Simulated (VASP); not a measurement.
# Ir (Cmce) in VASP: notebook, part 2 of 2

VASP 6.6.1. The steps go on from the part before.

## (3) Single point, PBEsol

The input, INCAR:

```
SYSTEM = Ir
  PREC = Accurate
  ENCUT = 520
  EDIFF = 1E-6
  ISMEAR = 0
  SIGMA = 0.1
  LREAL = .False.
  LASPH = .True.
  NELM = 60
  ALGO = Normal
  ISIF = 2
  LWAVE = .False.
  LCHARG = .False.
  GGA = PS
  NBANDS = 26
```

The input, KPOINTS:

```
regular mesh
0
Gamma
  6 6 4
  0 0 0
```

The input, POSCAR:

```
Ir
1.0
    2.0711241040     -3.5101712706      0.0000000000
    2.0711241040      3.5101712706      0.0000000000
    0.0000000000      0.0000000000      4.1477581044
Ir
4
Direct
    0.1525000000      0.8475000000      0.0785000000
    0.6525000000      0.3475000000      0.4215000000
    0.8475000000      0.1525000000      0.9215000000
    0.3475000000      0.6525000000      0.5785000000
```

Potentials or basis: VASP PAW PBE potentials, release 64 (Ir).

Launch:

```sh
$ cat potpaw_PBE.64/Ir/POTCAR > POTCAR
$ mpirun -np 1 vasp_std > vasp.out
```

Run time: 20 s. Hardware: 1 thread of Intel Xeon 6975P-C (Granite Rapids), shared host; peak memory 0.19 GiB.

The run converged. Its results:

```yaml
Free_energy: -35.4120 eV
Pressure: 45.5 GPa
Largest_force: 0.830 eV/Å
Band_gap_on_the_k_mesh: none (metal or under the smearing width)
```

Forces in eV/Å, atoms in the order of the input:
```
Ir   0.000 -0.746 -0.363
Ir   0.000 -0.746  0.363
Ir   0.000  0.746  0.363
Ir   0.000  0.746 -0.363
```

Stress tensor (GPa, compression positive):
```
30.88  0.00  0.00
 0.00 56.52  0.00
 0.00  0.00 49.12
```

Levels at points of the mesh, in eV from the Fermi level:
```
           k point  band 14  band 15  band 16  band 17  band 18  band 19  band 20  band 21  band 22  band 23
(0.00, 0.00, 0.00)    -2.72    -2.28    -2.26    -1.64     0.18     0.58     1.47     1.65     4.15     4.65
(0.50, 0.00, 0.00)    -2.79    -1.16    -1.16    -0.86    -0.86    -0.18    -0.18     1.34     1.34     5.60
(0.50, 0.50, 0.00)    -2.00    -1.80    -0.92    -0.23    -0.12    -0.08     0.64     0.65     1.58     1.62
(0.00, 0.00, 0.50)    -3.12    -2.67    -2.67    -1.17    -1.17     0.76     0.76     1.19     1.19     7.76
(0.50, 0.00, 0.50)    -2.11    -1.39    -1.39    -0.65    -0.65     0.36     0.36     1.51     1.51     2.37
(0.50, 0.50, 0.50)    -2.53    -1.98    -1.98    -0.70    -0.70     0.63     0.63     1.40     1.40     3.24
```

Caveat: the k mesh is coarse (spacing up to 0.38 Å⁻¹), so the values aren't converged; a pressure of tens of GPa on the cell as given is suspect, and the run, the potentials or the cell itself is likely at fault; the PAW data sets were made with another functional, which shifts forces and pressure a little.

## (4) Single point, PBEsol

This run uses another cell than the first one, of 20.93 Å³/atom, 1.388 times its volume.

The input, INCAR:

```
PREC = Accurate ; ENCUT = 520
EDIFF = 1E-6 ; ISMEAR = 0
SIGMA = 0.1 ; LREAL = False
LASPH = True ; NELM = 100
ALGO = Fast ; ISIF = 2
LWAVE = False ; LCHARG = False
GGA = PS ; NBANDS = 26
```

The input, KPOINTS:

```
Automatic mesh
0
Gamma
  6 6 4
```

The input, POSCAR:

```
Ir
1.0
    3.9384758897      0.0000000000      0.0000000000
   -1.9692379449      3.4108201727      0.0000000000
    0.0000000000      0.0000000000      6.2320041013
Ir
4
Direct
    0.3333333333      0.6666666667      0.4416774826
    0.6666666667      0.3333333333      0.9416774826
    0.6666666667      0.3333333333      0.5583225174
    0.3333333333      0.6666666667      0.0583225174
```

Launch:

```sh
$ cat potpaw_PBE.64/Ir/POTCAR > POTCAR
$ mpirun -np 1 vasp_std > vasp.out
```

Run time: 26 s. Hardware: 1 thread of Intel Xeon 6975P-C (Granite Rapids), shared host; peak memory 0.2 GiB.

It converged, with:

```
Free energy            : -34.2690 eV
Pressure               : 0.1 GPa
Largest force          : 0.005 eV/Å
Band gap on the k mesh : none (metal or under the smearing width)
```

Forces on the atoms (eV/Å):
```
Ir   0.000  0.000  0.005
Ir   0.000  0.000  0.005
Ir   0.000  0.000 -0.005
Ir   0.000  0.000 -0.005
```

Levels at points of the mesh, in eV from the Fermi level:
| k point | band 16 | band 17 | band 18 | band 19 | band 20 | band 21 |
| --- | --- | --- | --- | --- | --- | --- |
| (0.00, 0.00, 0.00) | -1.27 | -1.27 | -1.17 | 0.14 | 0.14 | 0.98 |
| (0.50, 0.00, 0.00) | -1.35 | -0.75 | -0.16 | 0.86 | 0.93 | 0.97 |
| (0.00, 0.00, 0.50) | -1.68 | -1.68 | -1.68 | 0.59 | 0.59 | 0.59 |
| (0.50, 0.00, 0.50) | -1.29 | 0.02 | 0.02 | 0.33 | 0.33 | 0.55 |

Caveat: the PAW data sets were made with another functional, which shifts forces and pressure a little. The run has no spin-orbit coupling, so splittings on Ir are missing.

## (5) Relaxation of cell and atoms, PBEsol

This run uses another cell than the first one, of 14.56 Å³/atom, 0.966 times its volume.

The input, INCAR:

```
ALGO = Fast
EDIFF = 1E-6
EDIFFG = -0.04
ENCUT = 600
GGA = PS
IBRION = 2
ISIF = 3
ISMEAR = 0
LASPH = True
LCHARG = False
LREAL = False
LWAVE = False
NELM = 80
NSW = 90
PREC = Accurate
SIGMA = 0.1
```

The input, KPOINTS:

```
k-points
0
Gamma
  6 6 4
```

The input, POSCAR:

```
Ir
1.0
    3.4412818680      0.0000000000      0.0000000000
   -1.7206409340      2.9802375193      0.0000000000
    0.0000000000      0.0000000000      5.6781150822
Ir
4
Direct
    0.3333333333      0.6666666667      0.4375000000
    0.6666666667      0.3333333333      0.9375000000
    0.6666666667      0.3333333333      0.5625000000
    0.3333333333      0.6666666667      0.0625000000
```

Launch:

```sh
$ cat potpaw_PBE.64/Ir/POTCAR > POTCAR
$ mpirun -np 1 vasp_std > vasp.out
```

Wall time 6 min (1 thread of Intel Xeon 6975P-C (Granite Rapids), shared host); peak memory 0.22 GiB.

It converged, with:

```
Free energy                            : -34.2617 eV
Relaxed volume                         : 20.91 Å³/atom
Relaxed cell                           : a = 3.940 Å, b = 3.940 Å, c = 6.223 Å, α = 90.00°, β = 90.00°, γ = 120.00°
Space group after relaxing (to 0.05 Å) : P6_3/mmc (No. 194)
Energy gained by relaxing              : 2388.9 meV/atom
Ionic steps                            : 28
Pressure after relaxing                : 0.2 GPa
Largest force after relaxing           : 0.004 eV/Å
Band gap on the k mesh                 : none (metal or under the smearing width)
```

Forces on the atoms (eV/Å):
```
Ir   0.000  0.000  0.004
Ir   0.000  0.000  0.004
Ir   0.000  0.000 -0.004
Ir   0.000  0.000 -0.004
```

Stress tensor (GPa, compression positive):
```
0.16 0.00 0.00
0.00 0.16 0.00
0.00 0.00 0.24
```

The path:
| step | energy change (eV) | largest force (eV/Å) | pressure (GPa) | volume (Å³) |
| --- | --- | --- | --- | --- |
| 1 | 0.0000 | 0.7118 | 165.09 | 58.23 |
| 2 | 14.6054 | 0.3311 | -9.54 | 298.18 |
| 3 | 9.1370 | 0.2992 | -14.60 | 220.67 |
| 4 | 2.8885 | 0.2157 | -23.01 | 166.45 |
| 5 | -7.7229 | 0.0826 | -24.57 | 103.06 |
| 6 | -9.2997 | 0.2092 | 15.25 | 78.53 |
| 7 | -9.5076 | 0.1918 | -4.51 | 85.91 |
| 8 | -9.5372 | 0.1988 | -0.43 | 84.05 |
| 9 | -9.5364 | 0.2007 | 0.94 | 83.47 |
| 10 | -9.5387 | 0.0225 | 0.72 | 83.55 |
| 11 | -9.5398 | 0.0473 | 0.79 | 83.52 |
| 12 | -9.5388 | 0.0788 | -1.46 | 84.49 |
| 13 | -9.5411 | 0.0625 | -0.13 | 83.93 |
| 14 | -9.5411 | 0.0615 | -0.23 | 83.96 |
| 15 | -9.5424 | 0.0931 | -0.27 | 83.97 |
| 16 | -9.5461 | 0.1722 | -0.35 | 84.02 |
| 17 | -9.5510 | 0.2241 | -0.64 | 84.08 |
| 18 | -9.5509 | 0.2189 | -0.80 | 84.10 |
| 19 | -9.5511 | 0.2240 | -0.71 | 84.09 |
| 20 | -9.5516 | 0.2102 | -0.69 | 84.07 |
| 21 | -9.5527 | 0.1771 | -0.60 | 84.02 |
| 22 | -9.5540 | 0.1112 | -0.44 | 83.91 |
| 23 | -9.5529 | 0.0006 | -0.13 | 83.68 |
| 24 | -9.5541 | 0.0787 | -0.35 | 83.84 |
| 25 | -9.5545 | 0.0683 | -0.28 | 83.82 |
| 26 | -9.5554 | 0.0377 | -0.07 | 83.74 |
| 27 | -9.5555 | 0.0192 | 0.39 | 83.59 |
| 28 | -9.5557 | 0.0043 | 0.19 | 83.65 |

Final structure:
```xyz
4
Lattice="3.9398 0.0000 0.0000 -1.9699 3.4120 0.0000 0.0000 0.0000 6.2230" Properties=species:S:1:pos:R:3 pbc="T T T"
Ir    0.0000    2.2747    2.7499
Ir    1.9699    1.1373    5.8614
Ir    1.9699    1.1373    3.4732
Ir    0.0000    2.2747    0.3616
```

Levels at points of the mesh, in eV from the Fermi level:
```tsv
k point	band 16	band 17	band 18	band 19	band 20	band 21
(0.00, 0.00, 0.00)	-1.28	-1.28	-1.15	0.13	0.13	0.98
(0.50, 0.00, 0.00)	-1.35	-0.73	-0.16	0.87	0.93	0.99
(0.00, 0.00, 0.50)	-1.70	-1.70	-1.70	0.59	0.59	0.59
(0.50, 0.00, 0.50)	-1.28	0.02	0.02	0.33	0.33	0.55
```

Caveat: the volume moved by over 15 % at a fixed basis, so the end points are rough; the PAW data sets were made with another functional, which shifts forces and pressure a little.

## (6) Summary

| task | cell | cutoff (eV) | mesh quality | gap on the mesh (eV) | pressure (GPa) | relaxed volume (Å³/atom) | largest force (eV/Å) |
| --- | --- | --- | --- | --- | --- | --- | --- |
| relaxation of cell and atoms | relaxed | 600 | coarse | none | 0.3 | 15.56 | 0.03 |
| single point | Cmce, 15.08 Å³/atom | 520 | coarse | none | 45.5 | - | 0.83 |
| single point | P6_3/mmc, 20.93 Å³/atom | 520 | not flagged | none | 0.1 | - | 0.01 |
| relaxation of cell and atoms | relaxed | 600 | not flagged | none | 0.2 | 20.91 | - |

Alike in all rows: level PBEsol; potentials or basis VASP PAW PBE potentials, release 64 (Ir); no spin polarisation; k mesh 6 × 6 × 4; smearing gaussian 0.1 eV.

Caveats: some runs use coarse meshes; the PAW data sets were made with another functional, which shifts forces and pressure a little; a pressure of tens of GPa on the cell as given is suspect, and the run, the potentials or the cell itself is likely at fault (some runs); the volume moved by over 15 % at a fixed basis, so the end points are rough (some runs).

Total energies depend on the potentials used, so only differences within one code and one set of settings carry meaning.
